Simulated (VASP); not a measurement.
# Te (P3_121) in VASP: notebook

The runs below take Te through relaxation of cell and atoms, with LDA, r2SCAN+rVV10.

All numbers are computed with VASP 6.6.1; they aren't measurements. Logs are shortened: lines on timing, memory, paths and dates and some standing lists are left out, and cuts for length are marked.

### Step 1. Starting point

It takes space group P3_121 (No. 152, trigonal). The conventional cell has a = 4.454 Å, b = 4.454 Å, c = 5.924 Å, α = 90.00°, β = 90.00°, γ = 120.00°. Te (site symmetry 2) is surrounded by 2 Te at 2.86 Å.

### Step 2. Relaxation of cell and atoms, LDA

The input, INCAR:

```
SYSTEM = Te
PREC     = Accurate       ! precision mode
ENCUT    = 600            ! plane-wave cutoff, eV
EDIFF    = 1E-6           ! SCF threshold, eV
ISMEAR   = 0              ! smearing method
SIGMA    = 0.03           ! smearing width, eV
LREAL    = .FALSE.        ! projectors in reciprocal space
LASPH    = .TRUE.         ! aspherical terms in the spheres
NELM     = 80             ! most SCF steps
ALGO     = Normal         ! electronic algorithm
ISIF     = 3              ! what is computed and relaxed
LWAVE    = .FALSE.        ! write WAVECAR
LCHARG   = .FALSE.        ! write CHGCAR
GGA      = CA             ! functional
IBRION   = 2              ! ionic algorithm
NSW      = 90             ! ionic steps
EDIFFG   = -0.01          ! ionic threshold
```

The input, KPOINTS:

```
regular mesh
0
G
  9 9 6
  0 0 0
```

The input, POSCAR:

```
Te
1.0
    4.4540000000      0.0000000000      0.0000000000
   -2.2270000000      3.8572771485      0.0000000000
    0.0000000000      0.0000000000      5.9240000000
Te
3
Direct
    0.2690000000      0.0000000000      0.3333333333
    0.0000000000      0.2690000000      0.6666666667
    0.7310000000      0.7310000000      0.0000000000
```

Potentials or basis: VASP PAW LDA potentials, release 64 (Te).

Command:

```bash
> cat potpaw_LDA.64/Te/POTCAR > POTCAR
> mpirun -np 1 vasp_std > vasp.out
```

OUTCAR:

```text
SYSTEM = Te
   PREC = Accurate
   ENCUT = 600
   EDIFF = 1E-6
   ISMEAR = 0
   LREAL = .FALSE.
   LASPH = .TRUE.
   NELM = 80
   ISIF = 3
   GGA = CA
   IBRION = 2
   NSW = 90
   EDIFFG = -0.01

 ion  position               nearest neighbor table
   1  0.269  0.000  0.333-   3 2.86   2 2.86   3 3.47   3 3.47   2 3.47   2 3.47
   2  0.000  0.269  0.667-   3 2.86   1 2.86   3 3.47   3 3.47   1 3.47   1 3.47
   3  0.731  0.731  0.000-   1 2.86   2 2.86   1 3.47   2 3.47   2 3.47   1 3.47

  LATTYP: Found a hexagonal cell.
 ALAT       =     4.4540000000
 C/A-ratio  =     1.3300404131

  Lattice vectors:

 A1 = (   4.4540000000,   0.0000000000,   0.0000000000)
 A2 = (  -2.2270000000,   3.8572771485,   0.0000000000)
 A3 = (   0.0000000000,   0.0000000000,   5.9240000000)

Analysis of symmetry for initial positions (statically):
=====================================================================
 Subroutine PRICEL returns:
 Original cell was already a primitive cell.

 Routine SETGRP: Setting up the symmetry group for a
 hexagonal supercell.

 Subroutine GETGRP returns: Found  6 space group operations
 (whereof  2 operations were pure point group operations)
 out of a pool of 24 trial point group operations.

The static configuration has the point symmetry C_2 .
 The point group associated with its full space group is D_3 .

Analysis of symmetry for dynamics (positions and initial velocities):
=====================================================================
 Subroutine PRICEL returns:
 Original cell was already a primitive cell.

 Routine SETGRP: Setting up the symmetry group for a
 hexagonal supercell.

 Subroutine GETGRP returns: Found  6 space group operations
 (whereof  2 operations were pure point group operations)
 out of a pool of 24 trial point group operations.

The dynamic configuration has the point symmetry C_2 .
 The point group associated with its full space group is D_3 .

 Subroutine INISYM returns: Found  6 space group operations
 (whereof  2 operations are pure point group operations),
 and found     1 'primitive' translations

----------------------------------------------------------------------------------------

                                     Primitive cell

  volume of cell :     101.7762

  direct lattice vectors                    reciprocal lattice vectors
     4.454000000  0.000000000  0.000000000     0.224517288  0.129625117  0.000000000
    -2.227000000  3.857277149  0.000000000     0.000000000  0.259250233  0.000000000
     0.000000000  0.000000000  5.924000000     0.000000000  0.000000000  0.168804862
[... 126 lines left out ...]

 number of electron      17.9999999 magnetization

 Free energy of the ion-electron system (eV)
  ---------------------------------------------------
  ext. energy  EPLUGINS =         0.00000000
  ---------------------------------------------------
  free energy    TOTEN  =       -11.34856737 eV

  energy without entropy =      -11.34856212  energy(sigma->0) =      -11.34856474

------------------------ aborting loop because EDIFF is reached ----------------------------------------

  FORCE on cell =-STRESS in cart. coord.  units (eV):
  Direction    XX          YY          ZZ          XY          YZ          ZX
  --------------------------------------------------------------------------------------
  -------------------------------------------------------------------------------------
  Total       -1.1890678     -1.1890678     -1.1334246      0.0000000      0.0000000      0.0000000
  in kB      -18.7185022    -18.7185022    -17.8425585      0.0000000      0.0000000      0.0000000
  external PRESSURE =     -18.4265210 kB  Pullay stress =       0.0000000 kB
[... 92 lines left out ...]
  FREE ENERGIE OF THE ION-ELECTRON SYSTEM (eV)
  ---------------------------------------------------
  free  energy   TOTEN  =       -11.3728705484 eV

  energy  without entropy=      -11.3728641371  energy(sigma->0) =      -11.37286734

[... ionic steps 4 to 10 ...]

--------------------------------------- Ionic step       11  -------------------------------------------

 number of electron      17.9999999 magnetization

------------------------ aborting loop because EDIFF is reached ----------------------------------------
[... 69 lines left out ...]
--------------------------------------- Ionic step       13  -------------------------------------------

 number of electron      17.9999999 magnetization

 Free energy of the ion-electron system (eV)
  ---------------------------------------------------
  ext. energy  EPLUGINS =         0.00000000
  ---------------------------------------------------
  free energy    TOTEN  =       -11.41184865 eV

  energy without entropy =      -11.41169432  energy(sigma->0) =      -11.41177148

 E-fermi :   6.8761     XC(G=0):  -9.6664

 val. band max:        6.8749979966   @ k =   0.3333   0.3333   0.5000
 cond. band min:       7.0601924557   @ k =   0.0000   0.0000   0.5000
 fundamental gap:      0.1851944591
 Fermi energy:         6.8760753316

 k-point     1 :       0.0000    0.0000    0.0000
  band No.  band energies     occupation
      1      -7.2208      2.00000
      2      -3.7670      2.00000
      3      -3.7670      2.00000
      4       3.9055      2.00000
      5       4.2694      2.00000
      6       4.2694      2.00000
      7       5.0442      2.00000
      8       5.0442      2.00000
      9       5.6604      2.00000
     10       7.8598      0.00000
     11       7.8598      0.00000
     12       8.5552      0.00000
     13      11.6312      0.00000
[... 354 lines left out ...]
  band No.  band energies     occupation
      1      -6.4336      2.00000
      2      -4.5468      2.00000
      3      -3.0627      2.00000
      4       1.5990      2.00000
      5       2.2610      2.00000
      6       3.3093      2.00000
      7       4.7835      2.00000
      8       5.7272      2.00000
      9       6.2135      2.00000
     10       7.5856      0.00000
     11       8.0623      0.00000
     12       8.7024      0.00000
     13      10.1698      0.00000

 [... further k-points ...]

------------------------ aborting loop because EDIFF is reached ----------------------------------------

  FORCE on cell =-STRESS in cart. coord.  units (eV):
  Direction    XX          YY          ZZ          XY          YZ          ZX
  --------------------------------------------------------------------------------------
  -------------------------------------------------------------------------------------
  Total        0.0011808      0.0011808      0.0148636     -0.0000000      0.0000000      0.0000000
  in kB        0.0201269      0.0201269      0.2533472     -0.0000000      0.0000000      0.0000000
  external PRESSURE =       0.0978670 kB  Pullay stress =       0.0000000 kB
[... 18 lines left out ...]
  FREE ENERGIE OF THE ION-ELECTRON SYSTEM (eV)
  ---------------------------------------------------
  free  energy   TOTEN  =       -11.4118486472 eV

  energy  without entropy=      -11.4116943213  energy(sigma->0) =      -11.41177148

 reached required accuracy - stopping structural energy minimisation
```

It took 2.7 min on 1 thread of Intel Xeon 6975P-C (Granite Rapids), shared host; peak memory 0.26 GiB.

Results:

```
Free energy                            : -11.4118 eV
Relaxed volume                         : 31.33 Å³/atom
Relaxed cell                           : a = 4.276 Å, b = 4.276 Å, c = 5.936 Å, α = 90.00°, β = 90.00°, γ = 120.00°
Space group after relaxing (to 0.05 Å) : P3_121 (No. 152)
Energy gained by relaxing              : 21.1 meV/atom
Ionic steps                            : 13
Pressure after relaxing                : 0.0 GPa
Largest force after relaxing           : 0.006 eV/Å
Band gap on the k mesh                 : none (metal or under the smearing width)
```

Forces in eV/Å, atoms in the order of the input:
```
Te   0.006  0.000  0.000
Te  -0.003  0.005  0.000
Te  -0.003 -0.005  0.000
```

The path:
| step | energy change (eV) | largest force (eV/Å) | pressure (GPa) | volume (Å³) |
| --- | --- | --- | --- | --- |
| 1 | 0.0000 | 0.0862 | -1.84 | 101.78 |
| 2 | -0.0198 | 0.3704 | 1.05 | 96.14 |
| 3 | -0.0243 | 0.2830 | 0.11 | 97.77 |
| 4 | -0.0376 | 0.2318 | 0.12 | 96.87 |
| 5 | -0.0601 | 0.0997 | 0.38 | 94.15 |
| 6 | -0.0614 | 0.0597 | 0.55 | 93.20 |
| 7 | -0.0574 | 0.0603 | -1.03 | 95.48 |
| 8 | -0.0630 | 0.0162 | -0.02 | 93.98 |
| 9 | -0.0630 | 0.0170 | -0.02 | 93.96 |
| 10 | -0.0626 | 0.0379 | 0.27 | 93.58 |
| 11 | -0.0630 | 0.0178 | 0.00 | 93.95 |
| 12 | -0.0632 | 0.0127 | 0.01 | 93.97 |
| 13 | -0.0633 | 0.0062 | 0.01 | 94.00 |

Final structure:
```yaml
crystal:
  lattice:
    - [4.27594, 0.00000, 0.00000]
    - [-2.13797, 3.70307, 0.00000]
    - [0.00000, 0.00000, 5.93642]
  atoms:
    - { symbol: Te, position: [0.28690, 0.00000, 0.33333] }
    - { symbol: Te, position: [0.00000, 0.28690, 0.66667] }
    - { symbol: Te, position: [0.71310, 0.71310, 0.00000] }
```

The run has no spin-orbit coupling, so splittings on Te are missing. LDA usually gives volumes a few per cent too small.

### Step 3. Relaxation of cell and atoms, LDA

This run uses another cell than the first one, of 31.33 Å³/atom, 0.924 times its volume.

Changes to INCAR since step 2:

```diff
@@ -3,3 +3,3 @@
 ENCUT    = 600            ! plane-wave cutoff, eV
-EDIFF    = 1E-6           ! SCF threshold, eV
+EDIFF    = 1E-7           ! SCF threshold, eV
 ISMEAR   = 0              ! smearing method
@@ -16,2 +16,2 @@
 NSW      = 90             ! ionic steps
-EDIFFG   = -0.01          ! ionic threshold
+EDIFFG   = -0.005         ! ionic threshold
```

KPOINTS is that of step 2.

The input, POSCAR:

```
Te                                      
1.0
    4.2759395630      0.0000000000      0.0000000000
   -2.1379697815      3.7030722866     -0.0000000000
    0.0000000000      0.0000000000      5.9364229468
  Te            
     3
Direct
     0.2868970077355285    0.0000000000000000    0.3333333332999970
     0.0000000000000018    0.2868970077355322    0.6666666667000030
     0.7131029922644697    0.7131029922644678    0.0000000000000000
```

Potentials or basis: VASP PAW LDA potentials, release 64 (Te).

Command:

```bash
> cat potpaw_LDA.64/Te/POTCAR > POTCAR
> mpirun -np 1 vasp_std > vasp.out
```

Run time: 33 s. Hardware: 1 thread of Intel Xeon 6975P-C (Granite Rapids), shared host; peak memory 0.24 GiB.

Results (log left out):

```
Free energy                            : -11.4116 eV
Relaxed volume                         : 31.34 Å³/atom
Relaxed cell                           : a = 4.276 Å, b = 4.276 Å, c = 5.938 Å, α = 90.00°, β = 90.00°, γ = 120.00°
Space group after relaxing (to 0.05 Å) : P3_121 (No. 152)
Energy gained by relaxing              : 0.0 meV/atom
Ionic steps                            : 2
Pressure after relaxing                : 0.0 GPa
Largest force after relaxing           : 0.004 eV/Å
Band gap on the k mesh                 : none (metal or under the smearing width)
```

Forces in eV/Å, atoms in the order of the input:
```
Te   0.004  0.000  0.000
Te  -0.002  0.003  0.000
Te  -0.002 -0.003  0.000
```

Final structure:
```xyz
3
Lattice="4.2760 0.0000 0.0000 -2.1380 3.7031 0.0000 0.0000 0.0000 5.9379" Properties=species:S:1:pos:R:3 pbc="T T T"
Te   -0.9109    3.7031    1.9793
Te   -0.6135    1.0627    3.9586
Te    1.5244    2.6404    0.0000
```

Levels at points of the mesh, in eV from the Fermi level:
```tsv
k point	band 6	band 7	band 8	band 9	band 10	band 11	band 12	band 13
(0.00, 0.00, 0.00)	-2.60	-1.83	-1.83	-1.22	0.98	0.98	1.68	4.76
(0.00, 0.00, 0.50)	-2.70	-1.28	-0.84	-0.84	0.18	0.27	0.27	3.56
```

Spin-orbit coupling is left out, which matters for the levels of Te.

### Step 4. Relaxation of cell and atoms, r2SCAN+rVV10

The input, INCAR:

```
SYSTEM = Te
ALGO = Normal ; BPARAM = 11.95
CPARAM = 0.0093 ; EDIFF = 1E-6
EDIFFG = -0.01 ; ENCUT = 600
IBRION = 2 ; ISIF = 3
ISMEAR = 0 ; IVDW_NL = 2
LASPH = .True. ; LCHARG = .False.
LMIXTAU = .True. ; LREAL = .False.
LUSE_VDW = .True. ; LWAVE = .False.
METAGGA = R2SCAN ; NELM = 80
NSW = 90 ; PREC = Accurate
SIGMA = 0.03
```

The input, KPOINTS:

```
k-points
0
Gamma
  9 9 6
  0 0 0
```

The input, POSCAR:

```
Te
1.0
    4.4540000000      0.0000000000      0.0000000000
   -2.2270000000      3.8572771485      0.0000000000
    0.0000000000      0.0000000000      5.9240000000
Te
3
Direct
    0.2690000000      0.0000000000      0.3333333333
    0.0000000000      0.2690000000      0.6666666667
    0.7310000000      0.7310000000      0.0000000000
```

Potentials or basis: VASP PAW PBE potentials, release 64 (Te).

Command:

```bash
> cat potpaw_PBE.64/Te/POTCAR > POTCAR
> mpirun -np 1 vasp_std > vasp.out
```

OUTCAR:

```text
SYSTEM = Te
   BPARAM = 11.95
   EDIFF = 1E-6
   EDIFFG = -0.01
   ENCUT = 600
   IBRION = 2
   ISIF = 3
   ISMEAR = 0
   IVDW_NL = 2
   LASPH = .True.
   LREAL = .False.
   METAGGA = R2SCAN
   NELM = 80
   NSW = 90
   PREC = Accurate

 ion  position               nearest neighbor table
   1  0.269  0.000  0.333-   3 2.86   2 2.86   3 3.47   3 3.47   2 3.47   2 3.47
   2  0.000  0.269  0.667-   3 2.86   1 2.86   3 3.47   3 3.47   1 3.47   1 3.47
   3  0.731  0.731  0.000-   1 2.86   2 2.86   1 3.47   2 3.47   2 3.47   1 3.47

  LATTYP: Found a hexagonal cell.
 ALAT       =     4.4540000000
 C/A-ratio  =     1.3300404131

  Lattice vectors:

 A1 = (   4.4540000000,   0.0000000000,   0.0000000000)
 A2 = (  -2.2270000000,   3.8572771485,   0.0000000000)
 A3 = (   0.0000000000,   0.0000000000,   5.9240000000)
[... 392 lines left out ...]
      3      -5.0000      2.00000
      4       2.4336      2.00000
      5       2.7685      2.00000
      6       2.7685      2.00000
      7       3.9175      2.00000
      8       3.9175      2.00000
      9       4.7932      2.00000
     10       6.7504      0.00000
     11       6.7504      0.00000
     12       7.4209      0.00000
     13      10.9309      0.00000
[... 354 lines left out ...]
  band No.  band energies     occupation
      1      -7.8334      2.00000
      2      -5.8474      2.00000
      3      -4.3455      2.00000
      4       0.6779      2.00000
      5       1.1832      2.00000
      6       2.2147      2.00000
      7       3.6489      2.00000
      8       4.4095      2.00000
      9       4.9877      2.00000
     10       6.6340      0.00000
     11       7.2554      0.00000
     12       7.6510      0.00000
     13       9.7717      0.00000

 [... further k-points ...]

------------------------ aborting loop because EDIFF is reached ----------------------------------------

  FORCE on cell =-STRESS in cart. coord.  units (eV):
  Direction    XX          YY          ZZ          XY          YZ          ZX
  --------------------------------------------------------------------------------------
  -------------------------------------------------------------------------------------
  Total        0.0116823      0.0116823     -0.0037805      0.0000000      0.0000000      0.0000000
  in kB        0.1815364      0.1815364     -0.0587472      0.0000000      0.0000000      0.0000000
  external PRESSURE =       0.1014418 kB  Pullay stress =       0.0000000 kB
[... 18 lines left out ...]
  FREE ENERGIE OF THE ION-ELECTRON SYSTEM (eV)
  ---------------------------------------------------
  free  energy   TOTEN  =       -75.7440814098 eV

  energy  without entropy=      -75.7440814098  energy(sigma->0) =      -75.74408141

 reached required accuracy - stopping structural energy minimisation
```

CONTCAR:

```text
Te
   1.00000000000000
     4.4710550529125479   -0.0000000000000001   -0.0000000000000000
    -2.2355275264562740    3.8720472575856610    0.0000000000000000
    -0.0000000000000000    0.0000000000000000    5.9556104636515350
  Te
     3
Direct
     0.2652273577470918    0.0000000000000000    0.3333333332999970
     0.0000000000000000    0.2652273577470919    0.6666666667000030
     0.7347726422529081    0.7347726422529081    1.0000000000000000

  0.00000000E+00  0.00000000E+00  0.00000000E+00
  0.00000000E+00  0.00000000E+00  0.00000000E+00
  0.00000000E+00  0.00000000E+00  0.00000000E+00
```

It took 27 min on 1 thread of AMD EPYC 9R45 (Zen 5), shared host; peak memory 0.5 GiB.

What came out:

| Property | Result |
| --- | --- |
| Free energy | -75.7441 eV |
| Relaxed volume | 34.37 Å³/atom |
| Relaxed cell | a = 4.471 Å, b = 4.471 Å, c = 5.956 Å, α = 90.00°, β = 90.00°, γ = 120.00° |
| Space group after relaxing (to 0.05 Å) | P3_121 (No. 152) |
| Energy gained by relaxing | 0.6 meV/atom |
| Ionic steps | 12 |
| Pressure after relaxing | 0.0 GPa |
| Largest force after relaxing | 0.003 eV/Å |
| Band gap on the k mesh | 0.31 eV, direct |

Forces in eV/Å, atoms in the order of the input:
```
Te   0.003  0.000  0.000
Te  -0.002  0.003  0.000
Te  -0.002 -0.003  0.000
```

The path:
| step | energy change (eV) | largest force (eV/Å) | pressure (GPa) | volume (Å³) |
| --- | --- | --- | --- | --- |
| 1 | 0.0000 | 0.0286 | 0.26 | 101.78 |
| 2 | -0.0006 | 0.0640 | -0.15 | 102.59 |
| 3 | -0.0006 | 0.0555 | -0.05 | 102.39 |
| 4 | -0.0011 | 0.0429 | -0.03 | 102.47 |
| 5 | -0.0015 | 0.0209 | 0.00 | 102.59 |
| 6 | -0.0014 | 0.0191 | 0.07 | 102.82 |
| 7 | -0.0016 | 0.0062 | 0.03 | 102.69 |
| 8 | -0.0016 | 0.0026 | 0.04 | 102.70 |
| 9 | -0.0017 | 0.0051 | -0.02 | 102.91 |
| 10 | -0.0017 | 0.0080 | -0.06 | 103.08 |
| 11 | -0.0018 | 0.0027 | -0.03 | 103.09 |
| 12 | -0.0018 | 0.0034 | 0.01 | 103.10 |

Final structure:
```xyz
3
Lattice="4.4711 0.0000 0.0000 -2.2355 3.8720 0.0000 0.0000 0.0000 5.9556" Properties=species:S:1:pos:R:3 pbc="T T T"
Te    1.1858    0.0000    1.9852
Te   -0.5929    1.0270    3.9704
Te    1.6426    2.8451    5.9556
```

Caveat: the PAW data sets were made with another functional, which shifts forces and pressure a little; spin-orbit coupling is left out, which moves the levels of the heavy elements; an odd mesh through Γ misses points on the zone boundary, where band edges often lie.

(Part 1 of 2 ends here.)
